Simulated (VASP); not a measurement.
# MoS2 (R-3m) in VASP: a series of runs, part 2 of 2

VASP 6.6.1.

### 5 Single point, PBEsol, spin-orbit coupling, no magnetisation

INCAR

```
SYSTEM = MoS2
  ALGO = Normal
  EDIFF = 1E-7
  ENCUT = 400
  GGA = PS
  GGA_COMPAT = .FALSE.
  ISIF = 2
  ISMEAR = 0
  LASPH = .TRUE.
  LCHARG = .FALSE.
  LMAXMIX = 4
  LORBIT = 11
  LREAL = .FALSE.
  LSORBIT = .TRUE.
  LWAVE = .FALSE.
  MAGMOM = 0 0 0 0 0 0 0 0 0
  NBANDS = 42
  NELM = 100
  PREC = Accurate
  SIGMA = 0.02
```

KPOINTS

```
k-points
0
G
  7 7 7
  0 0 0
```

POSCAR

```
MoS2
1.0
    1.5855000000      0.9153888518      6.1149966667
   -1.5855000000      0.9153888518      6.1149966667
    0.0000000000     -1.8307777036      6.1149966667
Mo S
1 2
Direct
    0.0000000000      0.0000000000      0.0000000000
    0.2500000000      0.2500000000      0.2500000000
    0.7500000000      0.7500000000      0.7500000000
```

Potentials or basis: VASP PAW PBE potentials, release 64 (Mo_sv, S).

Run with:

```sh
cat potpaw_PBE.64/Mo_sv/POTCAR potpaw_PBE.64/S/POTCAR > POTCAR
mpirun -np 1 vasp_ncl > vasp.out
```

OUTCAR:

```text
SYSTEM = MoS2
   EDIFF = 1E-7
   ENCUT = 400
   GGA = PS
   ISIF = 2
   ISMEAR = 0
   LASPH = .TRUE.
   LORBIT = 11
   LREAL = .FALSE.
   LSORBIT = .TRUE.
   NELM = 100
   PREC = Accurate

 Found     44 irreducible k-points:

 Following reciprocal coordinates:
            Coordinates               Weight
  0.000000  0.000000  0.000000      1.000000
  0.142857  0.000000  0.000000      6.000000
  0.285714  0.000000  0.000000      6.000000
  0.428571 -0.000000  0.000000      6.000000
  0.142857  0.142857  0.000000      6.000000
  0.285714  0.142857  0.000000     12.000000
   k-points           NKPTS =     44   k-points in BZ     NKDIM =     44   number of bands    NBANDS=     42
   number of dos      NEDOS =    301   number of ions     NIONS =      3
[... 415 lines left out ...]
     0.0000000     0.0000000     0.0000000     0.0000000     0.0000000     0.0000000     0.0000000
     0.0000000     0.0000000     0.0000000     0.0000000     0.0000000     0.0000000     0.0000000
     0.0000000     0.0000000     0.0000000     0.0000000     0.0000000     0.0000000     0.0000000
     0.0000000     0.0000000     0.0000000     0.0000000     0.0000000     0.0000000     0.0000000
     0.0000000     0.0000000     0.0000000     0.0000000     0.0000000     0.0000000     0.0000000

 total charge

# of ion       s       p       d       tot
------------------------------------------
    1        2.307   6.238   3.966  12.511
    2        1.361   2.322   0.000   3.682
    3        1.361   2.322   0.000   3.682
--------------------------------------------------
tot          5.029  10.882   3.966  19.876

 magnetization (x)

# of ion       s       p       d       tot
------------------------------------------
    1        0.000   0.000  -0.000  -0.000
    2        0.000  -0.000   0.000  -0.000
    3        0.000   0.000   0.000   0.000
--------------------------------------------------
tot          0.000  -0.000  -0.000  -0.000

 magnetization (y)

# of ion       s       p       d       tot
------------------------------------------
    1        0.000   0.000   0.000   0.000
    2        0.000   0.000   0.000   0.000
    3        0.000   0.000   0.000   0.000
--------------------------------------------------
tot          0.000   0.000   0.000   0.000

 magnetization (z)

# of ion       s       p       d       tot
------------------------------------------
    1        0.000   0.000   0.000   0.000
    2        0.000   0.000   0.000   0.000
    3        0.000   0.000   0.000   0.000
--------------------------------------------------
tot          0.000   0.000   0.000   0.000
```

OSZICAR:

```text
N       E                     dE             d eps       ncg     rms          rms(c)
DAV:   1     0.175303034186E+03    0.17530E+03   -0.11875E+04  4008   0.964E+02
DAV:   2    -0.157122195063E+02   -0.19102E+03   -0.18295E+03  4428   0.290E+02
DAV:   3    -0.241210786773E+02   -0.84089E+01   -0.82820E+01  4602   0.563E+01
DAV:   4    -0.242402328983E+02   -0.11915E+00   -0.11902E+00  4502   0.704E+00
DAV:   5    -0.242422171485E+02   -0.19843E-02   -0.19837E-02  4578   0.894E-01    0.267E+01
DAV:   6    -0.231495846332E+02    0.10926E+01   -0.50035E+00  3956   0.192E+01    0.957E+00
DAV:   7    -0.228960181270E+02    0.25357E+00   -0.26378E+00  3942   0.125E+01    0.684E+00
DAV:   8    -0.226843534221E+02    0.21166E+00   -0.30438E-01  4076   0.489E+00    0.213E+00
DAV:   9    -0.226865036830E+02   -0.21503E-02   -0.49667E-02  4346   0.138E+00    0.906E-01
DAV:  10    -0.226832036009E+02    0.33001E-02   -0.89153E-03  4106   0.808E-01    0.232E-01
DAV:  11    -0.226833495353E+02   -0.14593E-03   -0.94196E-04  4712   0.184E-01    0.794E-02
DAV:  12    -0.226832622182E+02    0.87317E-04   -0.22659E-04  4072   0.121E-01    0.168E-02
DAV:  13    -0.226832632910E+02   -0.10728E-05   -0.19811E-05  4182   0.281E-02    0.127E-02
DAV:  14    -0.226832651798E+02   -0.18888E-05   -0.40258E-06  4256   0.132E-02    0.703E-03
DAV:  15    -0.226832649901E+02    0.18969E-06   -0.32852E-07  4096   0.479E-03    0.264E-03
DAV:  16    -0.226832649618E+02    0.28338E-07   -0.25728E-07  3736   0.317E-03
   1 F= -.22683265E+02 E0= -.22683117E+02  d E =-.295932E-03  mag=     0.0000    -0.0000     0.0000
```

stdout:

```text
POSCAR found type information on POSCAR MoS
 POSCAR found :  2 types and       3 ions
 scaLAPACK will be used
 -----------------------------------------------------------------------------
|                                                                             |
|                                                                             |
|     You enforced a specific xc type in the INCAR file but a different       |
|     I HOPE YOU KNOW WHAT YOU ARE DOING!                                     |
|                                                                             |
 -----------------------------------------------------------------------------

 LDA part: xc-table for (Slater+PW92), standard interpolation
 POSCAR, INCAR and KPOINTS ok, starting setup
 FFT: planning ... GRIDC
 FFT: planning ... GRID_SOFT
 FFT: planning ... GRID
 WAVECAR not read
 entering main loop
```

Run time: 5.4 min. Hardware: 1 thread of Intel Xeon 6975P-C (Granite Rapids), shared host; peak memory 0.57 GiB.

The run converged, but some of its settings lie outside the range that counts as converged, so its numbers aren't taken as properties of the crystal.

What came out:

- Free energy: -22.6833 eV
- Pressure: 2.8 GPa
- Largest force: 0.795 eV/Å
- Valence electrons inside the program's atomic spheres: Mo 12.51; S 3.68

Caveat: the PAW data sets were made with another functional, which shifts forces and pressure a little; the cell's inner coordinates are idealised or old, which leaves forces on the atoms.

### 6 Single point, PBEsol, spin-orbit coupling, no magnetisation

INCAR: that of step 5 with these lines changed.

```diff
@@ -3,3 +3,3 @@
   EDIFF = 1E-7
-  ENCUT = 400
+  ENCUT = 500
   GGA = PS
```

KPOINTS is that of step 5.

POSCAR is that of step 5.

Potentials or basis: VASP PAW PBE potentials, release 64 (Mo_sv, S).

Run with:

```sh
cat potpaw_PBE.64/Mo_sv/POTCAR potpaw_PBE.64/S/POTCAR > POTCAR
mpirun -np 1 vasp_ncl > vasp.out
```

Run time: 7.7 min. Hardware: 1 thread of Intel Xeon 6975P-C (Granite Rapids), shared host; peak memory 0.79 GiB.

The run converged, but some of its settings lie outside the range that counts as converged, so its numbers aren't taken as properties of the crystal.

Results:

```
Free energy                                           : -22.6853 eV
Pressure                                              : 3.1 GPa
Largest force                                         : 0.793 eV/Å
Valence electrons inside the program's atomic spheres : Mo 12.51; S 3.68
```

Caveat: the PAW data sets were made with another functional, which shifts forces and pressure a little; the cell's inner coordinates are idealised or old, which leaves forces on the atoms.

### 7 The reference run

An earlier run on the cell as given: functional PBE; potentials or basis VASP PAW PBE potentials, release 64 (Mo_sv, S); cutoff 520 eV; k mesh 10 × 10 × 10; occupations fermi-dirac, width 0.05 eV; no spin polarisation.

* Pressure: 7.8 GPa
* Largest force: 0.994 eV/Å
* Band gap on the k mesh: none (metal or under the smearing width)
